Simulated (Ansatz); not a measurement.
Crystal: TiCo.

```
Co Ti
1.0
     2.98611    0.00000    0.00000
     0.00000    2.98611    0.00000
     0.00000    0.00000    2.98611
Co Ti
1 1
Cartesian
  1.4931 1.4931 1.4931
  0.0000 0.0000 0.0000
```

The cell comes from a database or a generator and needn't be the stable form of this composition.

Base run:

| Item | Value |
| --- | --- |
| Program | Ansatz 0.2.0 |
| Functional | PBE |
| Potentials or basis | Ansatz PAW |
| Cutoff | 420 eV (not typed: the program's choice for these potentials) |
| k mesh | 9 × 9 × 9 |
| Occupations | fermi-dirac, width 0.05 eV |
| Spin | no spin polarisation |

Its results: band gap on the k mesh none (metal or under the smearing width); pressure -2.4 GPa.

Question: The run is repeated on the same cell with these changes: spin from no spin polarisation to collinear spin, ferromagnetic start. What comes out?

Answer: Band gap on the k mesh none (metal or under the smearing width); pressure -0.5 GPa; net moment 0.82 μB per cell; site moments Co +0.92; Ti -0.03 μB.
